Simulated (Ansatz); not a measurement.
Wanted: the native input for an Ansatz 0.2.0 run.

```
Task                : single point
Functional          : HSE06
Potentials or basis : all-electron PAW datasets made for the crystal
Cutoff              : 270 eV (chosen from the basis error)
k mesh              : 6 × 6 × 6
Occupations         : fermi-dirac, width 0.05 eV
Spin                : no spin polarisation
```

InP:

```
In P
1.0
     0.00000    2.93050    2.93050
     2.93050    0.00000    2.93050
     2.93050    2.93050    0.00000
In P
1 1
Direct
  0.00000 0.00000 0.00000
  0.75000 0.75000 0.75000
```

These files were run (other wordings do the same):

input.yaml

```yaml
crystal:
  lattice:
    - [0.0, 2.9305, 2.9305]
    - [2.9305, 0.0, 2.9305]
    - [2.9305, 2.9305, 0.0]
  atoms:
    - { symbol: In, position: [0.0, 0.0, 0.0] }
    - { symbol: P, position: [0.75, 0.75, 0.75] }
kpoints:
  mp_grid: { grid: [6, 6, 6] }
scf:
  occupations: { method: fermi_dirac, width: 0.05 }
hamiltonian:
  xc: hse06
  pseudopotentials: { kind: all_electron, datasets: crystal }
output:
  forces: true
  stress: true
```

Potentials or basis: all-electron PAW datasets made for the crystal.

Command:

```console
$ ansatz run input.yaml --threads 2 --pin off --max-ram 8192MiB --backend cpu --events-out ev --progress --plain --runs-dir out
```

Results of the run:

- Pressure: 1.5 GPa
- Band gap on the k mesh: 1.50 eV, direct

Caveat: spin-orbit coupling is left out, which moves the levels of the heavy elements.

It took 61 s on 2 threads of Intel(R) Xeon(R) Platinum 8375C CPU @ 2.90GHz (Ice Lake) (shared host), peak memory 0.86 GiB.
